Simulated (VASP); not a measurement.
Crystal: SrCl2.

```
CELL_PARAMETERS angstrom
0.00000 3.48835 3.48835
3.48835 0.00000 3.48835
3.48835 3.48835 0.00000
ATOMIC_POSITIONS crystal
Sr 0.00000 0.00000 0.00000
Cl 0.75000 0.75000 0.75000
Cl 0.25000 0.25000 0.25000
```

Base run:

```yaml
Program: VASP 6.6.1
Functional: PBE
Potentials_or_basis: VASP PAW PBE potentials, release 64 (Sr_sv, Cl)
Cutoff: 520 eV
k_mesh: 8 × 8 × 8
Occupations: gaussian, width 0.02 eV
Spin: no spin polarisation
```

Its results: band gap on the k mesh 5.34 eV, indirect (least direct gap 5.51 eV).

Q: The run is repeated on the same cell with these changes: functional from PBE to r2SCAN; further incar settings from ALGO = Fast; EDIFF = 1e-06 to ALGO = Normal; EDIFF = 1e-06. What comes out?

A: Band gap on the k mesh 5.97 eV, indirect (least direct gap 5.99 eV).
